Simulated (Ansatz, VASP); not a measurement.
# One calculation of Bi, two programs

Contents of INCAR:

```
SYSTEM = Bi
ALGO = Fast
EDIFF = 1E-8
ENCUT = 520
GGA = PS
ISIF = 2
ISMEAR = -1
LASPH = .TRUE.
LCHARG = .FALSE.
LEFG = .TRUE.
LREAL = .FALSE.
LWAVE = .FALSE.
NBANDS = 22
NELM = 100
PREC = Accurate
SIGMA = 0.08
```

KPOINTS

```
k-points
0
G
  9 9 3
  0 0 0
```

File POSCAR:

```
Bi
1.0
    4.4776549378      0.0000000000      0.0000000000
   -2.2388274690      3.8777629256      0.0000000000
    0.0000000000      0.0000000000     11.6691290509
Bi
2
Direct
    0.3333333333      0.6666666667      0.2500000000
    0.6666666667      0.3333333333      0.7500000000
```

Input for Ansatz:

```yaml
crystal:
  lattice:
    - [4.4776549378, 0.0, 0.0]
    - [-2.238827469, 3.8777629256, 0.0]
    - [0.0, 0.0, 11.6691290509]
  atoms:
    - { symbol: Bi, position: [0.3333333333, 0.6666666667, 0.25] }
    - { symbol: Bi, position: [0.6666666667, 0.3333333333, 0.75] }
kpoints:
  mp_grid: { grid: [9, 9, 3] }
scf:
  occupations: { method: fermi_dirac, width: 0.08 }
hamiltonian:
  xc: pbesol
  pseudopotentials: { kind: paw }
output:
  forces: true
  stress: true
  eigenvalues: true
  efg: { contact_densities: true }
```

Change from the starting cell: functional pbesol, volume scaled by 0.96, PAW files.

Alike in both runs: task electric field gradients; functional PBEsol; k mesh 9 × 9 × 3; occupations fermi-dirac, width 0.08 eV; no spin polarisation.

```csv
,VASP,Ansatz
version,VASP 6.6.1,Ansatz 0.2.0
potentials or method,"VASP PAW PBE potentials, release 64 (Bi_d)","PAW with Ansatz's default frozen-core files, scalar-relativistic"
plane-wave cutoff (eV),520,420
valence electrons in the cell,30,30
```

```csv
,VASP,Ansatz,Ansatz less VASP
pressure (GPa),-3.7,-3.7,+0.03
largest component of the traceless stress (GPa),3.27,3.27,0.000
Vzz of the field gradient on the site that differs most (V/Å²),-214.9,-213.3,+1.63
```

Ansatz warned: «gradients_without_spin_orbit».

Caveats: the PAW data sets were made with another functional, which shifts forces and pressure a little (VASP); spin-orbit coupling is left out, which moves the levels of the heavy elements.
